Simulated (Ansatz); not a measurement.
Born–Oppenheimer molecular dynamics of a periodic cell of 30 atoms, BaTiO3 (surface BaTiO3(100)). It goes on from the last frame of an earlier run, with new velocities.

All numbers below come from DFT PBEsol, scalar-relativistic, plane waves, PAW (Ansatz). Settings: PAW set soft_1, cutoff 420 eV, k mesh 2x1x1, fermi-dirac smearing 0.02 eV, no spin polarisation.

```
ensemble                      : NVE (velocity Verlet)
time step                     : 1 fs
steps asked                   : 300
starting velocities drawn for : 1400 K
atoms held                    : 1, 4, 7, 8, 10
seed                          : 716263
```

Frames 1 fs apart, positions in Å, forces in eV/Å.

Velocities at 240 fs (Å/ps):

```
Ba 0.00 0.00 0.00
Ti -8.83 1.67 3.40
O -10.97 -10.46 -4.41
O 0.00 0.00 0.00
O 10.56 0.58 -2.55
Ba -2.58 -2.45 1.31
Ti 0.00 0.00 0.00
O 0.00 0.00 0.00
O 6.45 9.91 3.06
O 0.00 0.00 0.00
Ba 5.38 -0.81 4.34
Ti -0.75 -2.10 -0.67
O 6.87 -8.19 12.68
O 3.44 9.80 10.01
O 5.10 5.51 6.47
Ba -3.27 1.94 0.74
Ti 3.88 -2.60 3.79
O -10.51 4.04 -8.69
O 7.38 11.98 -6.02
O 1.60 -8.25 10.25
Ba -1.61 -0.70 4.67
Ti 1.68 3.93 2.04
O 4.63 -4.65 10.79
O -2.49 10.30 -11.99
O -4.60 -7.03 -0.59
Ba 0.85 -1.44 0.85
Ti 2.59 10.59 -1.65
O 2.76 5.06 -4.05
O 7.63 -1.05 -2.77
O 7.32 0.47 4.64
```

```xyz
30
Lattice="5.6540 0.0000 0.0000 0.0000 6.9539 0.0000 0.0000 0.0000 21.9632" Properties=species:S:1:pos:R:3:forces:R:3 time_fs=240 energy_less_start_eV=1.101 T=1060
Ba 0.000 0.000 1.000 -0.30 0.46 0.12
Ti 2.713 0.969 2.604 0.30 -0.51 -1.23
O 4.227 -0.015 3.226 -0.52 0.07 0.32
O 2.827 0.095 1.027 -0.26 -0.02 -0.79
O 1.267 -0.008 3.136 -0.11 0.08 0.66
Ba -0.069 2.262 4.291 -1.06 0.30 -0.41
Ti 0.000 3.388 1.000 -1.38 -2.20 5.44
O 1.390 2.413 1.802 -2.07 1.67 -2.75
O 2.539 2.295 4.037 0.50 0.48 1.70
O 4.264 2.413 1.802 1.64 0.69 -2.49
Ba 2.762 4.506 2.734 -0.49 0.57 -0.16
Ti -0.397 5.812 4.407 2.49 -0.33 -0.72
O 1.220 4.784 4.771 -0.14 -0.74 0.23
O 5.298 4.689 2.224 1.47 -0.59 -1.66
O 4.094 4.703 5.132 -1.20 -0.93 -0.56
Ba 2.454 0.094 5.801 -0.22 -1.19 0.75
Ti 5.096 1.061 7.632 -0.22 -1.63 -0.33
O 0.919 0.143 8.265 1.21 -1.36 0.55
O -0.309 0.095 5.627 0.00 0.05 1.24
O 3.696 -0.193 8.147 0.46 1.82 -0.62
Ba 2.236 2.056 9.368 0.23 1.16 -0.30
Ti 2.464 3.334 5.890 -0.06 0.20 1.68
O 3.853 2.249 6.543 -0.30 0.43 -0.82
O -0.718 2.155 8.910 0.00 0.71 1.65
O 1.100 2.213 6.612 0.42 1.32 -0.56
Ba 5.087 4.412 7.764 0.71 0.64 -0.30
Ti 2.241 5.628 9.077 2.16 -1.55 -1.67
O 3.761 4.839 9.729 -1.43 0.76 0.60
O 2.486 4.483 7.368 -1.00 0.21 0.15
O 1.232 4.507 9.869 -0.88 -0.58 0.27
30
Lattice="5.6540 0.0000 0.0000 0.0000 6.9539 0.0000 0.0000 0.0000 21.9632" Properties=species:S:1:pos:R:3:forces:R:3 time_fs=241 energy_less_start_eV=1.234 T=1019
Ba 0.000 0.000 1.000 -0.34 0.44 0.10
Ti 2.704 0.971 2.607 0.54 -0.46 -1.36
O 4.215 -0.025 3.221 -0.39 0.08 0.44
O 2.827 0.095 1.027 -0.27 0.03 -0.77
O 1.277 -0.007 3.134 -0.35 -0.01 0.78
Ba -0.072 2.260 4.292 -1.04 0.36 -0.41
Ti 0.000 3.388 1.000 -1.39 -2.11 5.58
O 1.390 2.413 1.802 -2.09 1.67 -2.74
O 2.546 2.305 4.041 0.49 0.38 1.65
O 4.264 2.413 1.802 1.70 0.75 -2.51
Ba 2.767 4.506 2.738 -0.52 0.58 -0.20
Ti -0.397 5.810 4.406 2.54 -0.19 -0.66
O 1.226 4.776 4.784 -0.21 -0.66 0.18
O 5.301 4.699 2.233 1.48 -0.76 -1.75
O 4.099 4.709 5.138 -1.22 -0.96 -0.53
Ba 2.450 0.096 5.802 -0.16 -1.16 0.76
Ti 5.100 1.058 7.636 -0.41 -1.51 -0.57
O 0.909 0.147 8.257 1.49 -1.51 0.71
O -0.301 0.107 5.621 -0.04 -0.16 1.13
O 3.698 -0.200 8.157 0.42 1.88 -0.65
Ba 2.234 2.056 9.373 0.24 1.20 -0.34
Ti 2.465 3.338 5.892 -0.10 0.06 1.69
O 3.857 2.244 6.553 -0.44 0.51 -0.96
O -0.721 2.165 8.899 0.01 0.70 1.85
O 1.096 2.207 6.611 0.52 1.42 -0.56
Ba 5.088 4.410 7.765 0.75 0.64 -0.35
Ti 2.244 5.638 9.075 2.09 -1.79 -1.56
O 3.763 4.844 9.725 -1.47 0.76 0.65
O 2.493 4.482 7.365 -1.05 0.27 0.23
O 1.239 4.507 9.874 -0.77 -0.46 0.17
30
Lattice="5.6540 0.0000 0.0000 0.0000 6.9539 0.0000 0.0000 0.0000 21.9632" Properties=species:S:1:pos:R:3:forces:R:3 time_fs=242 energy_less_start_eV=1.374 T=976
Ba 0.000 0.000 1.000 -0.37 0.43 0.07
Ti 2.695 0.972 2.610 0.79 -0.38 -1.49
O 4.204 -0.036 3.217 -0.25 0.09 0.55
O 2.827 0.095 1.027 -0.29 0.08 -0.75
O 1.288 -0.006 3.132 -0.61 -0.12 0.91
Ba -0.074 2.257 4.293 -1.03 0.41 -0.40
Ti 0.000 3.388 1.000 -1.39 -2.03 5.69
O 1.390 2.413 1.802 -2.10 1.67 -2.73
O 2.553 2.316 4.045 0.47 0.27 1.59
O 4.264 2.413 1.802 1.75 0.81 -2.52
Ba 2.772 4.505 2.743 -0.56 0.59 -0.24
Ti -0.397 5.808 4.405 2.56 -0.07 -0.59
O 1.233 4.767 4.797 -0.28 -0.57 0.13
O 5.306 4.708 2.242 1.48 -0.91 -1.82
O 4.103 4.713 5.144 -1.22 -0.97 -0.52
Ba 2.447 0.097 5.803 -0.11 -1.13 0.76
Ti 5.104 1.055 7.639 -0.62 -1.34 -0.78
O 0.899 0.150 8.249 1.77 -1.66 0.87
O -0.294 0.119 5.616 -0.09 -0.38 1.01
O 3.700 -0.207 8.167 0.38 1.94 -0.68
Ba 2.232 2.055 9.378 0.24 1.24 -0.37
Ti 2.467 3.342 5.895 -0.15 -0.09 1.67
O 3.861 2.240 6.563 -0.57 0.58 -1.08
O -0.723 2.176 8.888 0.03 0.65 2.00
O 1.091 2.201 6.610 0.61 1.51 -0.55
Ba 5.089 4.409 7.766 0.80 0.65 -0.39
Ti 2.248 5.649 9.073 2.00 -2.04 -1.46
O 3.764 4.850 9.722 -1.50 0.76 0.70
O 2.500 4.481 7.362 -1.09 0.34 0.33
O 1.245 4.507 9.879 -0.67 -0.34 0.06
30
Lattice="5.6540 0.0000 0.0000 0.0000 6.9539 0.0000 0.0000 0.0000 21.9632" Properties=species:S:1:pos:R:3:forces:R:3 time_fs=243 energy_less_start_eV=1.515 T=932
Ba 0.000 0.000 1.000 -0.41 0.43 0.05
Ti 2.687 0.973 2.613 1.06 -0.28 -1.61
O 4.193 -0.046 3.213 -0.11 0.10 0.67
O 2.827 0.095 1.027 -0.30 0.12 -0.72
O 1.297 -0.006 3.130 -0.88 -0.25 1.03
Ba -0.077 2.255 4.295 -1.01 0.47 -0.39
Ti 0.000 3.388 1.000 -1.39 -1.96 5.79
O 1.390 2.413 1.802 -2.11 1.67 -2.72
O 2.560 2.326 4.051 0.45 0.16 1.51
O 4.264 2.413 1.802 1.80 0.86 -2.53
Ba 2.777 4.504 2.747 -0.59 0.60 -0.27
Ti -0.396 5.806 4.404 2.55 0.05 -0.51
O 1.240 4.758 4.810 -0.35 -0.48 0.07
O 5.312 4.717 2.249 1.46 -1.03 -1.87
O 4.106 4.717 5.150 -1.19 -0.96 -0.51
Ba 2.444 0.099 5.803 -0.05 -1.10 0.76
Ti 5.108 1.052 7.643 -0.85 -1.14 -0.95
O 0.891 0.151 8.241 2.03 -1.80 1.01
O -0.287 0.130 5.612 -0.13 -0.60 0.89
O 3.702 -0.212 8.176 0.35 2.00 -0.72
Ba 2.231 2.055 9.382 0.25 1.29 -0.40
Ti 2.469 3.346 5.897 -0.19 -0.22 1.64
O 3.865 2.236 6.572 -0.68 0.63 -1.18
O -0.726 2.188 8.879 0.05 0.56 2.12
O 1.088 2.196 6.608 0.69 1.58 -0.52
Ba 5.090 4.407 7.767 0.84 0.65 -0.42
Ti 2.251 5.658 9.070 1.89 -2.28 -1.34
O 3.765 4.856 9.718 -1.51 0.74 0.75
O 2.506 4.480 7.360 -1.12 0.41 0.43
O 1.252 4.507 9.884 -0.56 -0.22 -0.04
30
Lattice="5.6540 0.0000 0.0000 0.0000 6.9539 0.0000 0.0000 0.0000 21.9632" Properties=species:S:1:pos:R:3:forces:R:3 time_fs=244 energy_less_start_eV=1.654 T=889
Ba 0.000 0.000 1.000 -0.44 0.42 0.02
Ti 2.678 0.975 2.615 1.33 -0.16 -1.73
O 4.181 -0.057 3.210 0.02 0.11 0.77
O 2.827 0.095 1.027 -0.32 0.16 -0.70
O 1.307 -0.006 3.130 -1.15 -0.37 1.15
Ba -0.080 2.252 4.296 -1.00 0.54 -0.38
Ti 0.000 3.388 1.000 -1.38 -1.91 5.86
O 1.390 2.413 1.802 -2.12 1.66 -2.70
O 2.567 2.337 4.057 0.43 0.03 1.42
O 4.264 2.413 1.802 1.85 0.91 -2.54
Ba 2.783 4.504 2.751 -0.62 0.60 -0.30
Ti -0.395 5.804 4.403 2.52 0.15 -0.42
O 1.246 4.748 4.823 -0.43 -0.38 0.01
O 5.318 4.725 2.255 1.45 -1.14 -1.90
O 4.109 4.721 5.155 -1.14 -0.93 -0.52
Ba 2.441 0.101 5.804 0.01 -1.06 0.77
Ti 5.111 1.048 7.646 -1.07 -0.89 -1.07
O 0.884 0.152 8.234 2.28 -1.92 1.14
O -0.280 0.142 5.608 -0.18 -0.82 0.78
O 3.704 -0.216 8.185 0.33 2.05 -0.76
Ba 2.229 2.054 9.387 0.26 1.33 -0.43
Ti 2.470 3.350 5.901 -0.23 -0.36 1.58
O 3.869 2.233 6.581 -0.78 0.67 -1.28
O -0.728 2.199 8.871 0.08 0.44 2.19
O 1.084 2.192 6.607 0.76 1.64 -0.49
Ba 5.091 4.406 7.767 0.89 0.65 -0.45
Ti 2.255 5.667 9.068 1.76 -2.51 -1.23
O 3.765 4.863 9.716 -1.50 0.72 0.80
O 2.511 4.480 7.358 -1.14 0.49 0.53
O 1.258 4.507 9.889 -0.46 -0.10 -0.14
30
Lattice="5.6540 0.0000 0.0000 0.0000 6.9539 0.0000 0.0000 0.0000 21.9632" Properties=species:S:1:pos:R:3:forces:R:3 time_fs=245 energy_less_start_eV=1.786 T=848
Ba 0.000 0.000 1.000 -0.47 0.42 0.00
Ti 2.670 0.976 2.618 1.60 -0.03 -1.83
O 4.170 -0.067 3.207 0.16 0.11 0.88
O 2.827 0.095 1.027 -0.34 0.19 -0.67
O 1.315 -0.005 3.130 -1.42 -0.51 1.26
Ba -0.083 2.250 4.297 -0.98 0.60 -0.37
Ti 0.000 3.388 1.000 -1.37 -1.86 5.92
O 1.390 2.413 1.802 -2.12 1.65 -2.68
O 2.575 2.347 4.065 0.41 -0.10 1.31
O 4.264 2.413 1.802 1.88 0.96 -2.55
Ba 2.788 4.503 2.756 -0.65 0.60 -0.33
Ti -0.394 5.802 4.402 2.46 0.23 -0.32
O 1.252 4.739 4.836 -0.51 -0.28 -0.06
O 5.326 4.732 2.260 1.42 -1.24 -1.92
O 4.111 4.724 5.160 -1.07 -0.88 -0.54
Ba 2.437 0.102 5.805 0.06 -1.03 0.77
Ti 5.114 1.044 7.649 -1.28 -0.62 -1.14
O 0.879 0.151 8.228 2.50 -2.02 1.26
O -0.272 0.153 5.605 -0.22 -1.04 0.68
O 3.707 -0.219 8.194 0.31 2.10 -0.80
Ba 2.228 2.054 9.391 0.26 1.37 -0.45
Ti 2.472 3.354 5.904 -0.27 -0.49 1.52
O 3.872 2.230 6.589 -0.85 0.69 -1.35
O -0.730 2.211 8.865 0.12 0.27 2.21
O 1.081 2.189 6.605 0.81 1.68 -0.45
Ba 5.092 4.405 7.768 0.93 0.66 -0.48
Ti 2.260 5.676 9.065 1.62 -2.72 -1.12
O 3.763 4.870 9.714 -1.48 0.69 0.85
O 2.516 4.480 7.356 -1.15 0.57 0.64
O 1.263 4.507 9.893 -0.37 0.01 -0.23
30
Lattice="5.6540 0.0000 0.0000 0.0000 6.9539 0.0000 0.0000 0.0000 21.9632" Properties=species:S:1:pos:R:3:forces:R:3 time_fs=246 energy_less_start_eV=1.906 T=811
Ba 0.000 0.000 1.000 -0.50 0.41 -0.02
Ti 2.663 0.978 2.619 1.86 0.11 -1.92
O 4.158 -0.077 3.205 0.29 0.13 0.97
O 2.827 0.095 1.027 -0.37 0.23 -0.65
O 1.323 -0.006 3.130 -1.67 -0.63 1.37
Ba -0.086 2.248 4.298 -0.97 0.67 -0.37
Ti 0.000 3.388 1.000 -1.35 -1.83 5.96
O 1.390 2.413 1.802 -2.11 1.64 -2.65
O 2.583 2.358 4.073 0.38 -0.23 1.20
O 4.264 2.413 1.802 1.91 1.00 -2.55
Ba 2.793 4.502 2.760 -0.68 0.59 -0.36
Ti -0.392 5.800 4.401 2.38 0.30 -0.22
O 1.258 4.729 4.849 -0.59 -0.18 -0.13
O 5.334 4.739 2.264 1.39 -1.31 -1.92
O 4.112 4.726 5.165 -0.98 -0.81 -0.57
Ba 2.434 0.104 5.806 0.12 -0.99 0.77
Ti 5.117 1.041 7.652 -1.48 -0.33 -1.18
O 0.875 0.150 8.222 2.68 -2.09 1.35
O -0.265 0.163 5.602 -0.26 -1.25 0.59
O 3.710 -0.221 8.201 0.30 2.15 -0.84
Ba 2.226 2.054 9.396 0.27 1.41 -0.47
Ti 2.473 3.357 5.908 -0.31 -0.61 1.44
O 3.874 2.227 6.596 -0.90 0.70 -1.40
O -0.733 2.223 8.859 0.16 0.07 2.20
O 1.079 2.187 6.602 0.85 1.70 -0.40
Ba 5.093 4.404 7.769 0.97 0.66 -0.51
Ti 2.264 5.684 9.062 1.46 -2.91 -1.02
O 3.761 4.878 9.712 -1.43 0.65 0.90
O 2.520 4.480 7.355 -1.15 0.66 0.76
O 1.268 4.506 9.898 -0.28 0.11 -0.32
```

Of the whole run (300 fs, mean temperature of the second half 926 K): The conserved energy stayed within 0.15 meV per atom of its start (net change 0.081 meV per atom), so the integration is sound. A run of 0.3 ps of so small a system gives no equilibrium averages. Limits of this set-up: coarse k mesh, thin slab, slab without dipole correction, PAW files made for another functional.

Run time: 17 min on 2 threads of AMD EPYC 9R45 96-Core Processor (Zen 5), with other jobs on the host, peak memory 1.9 GiB.
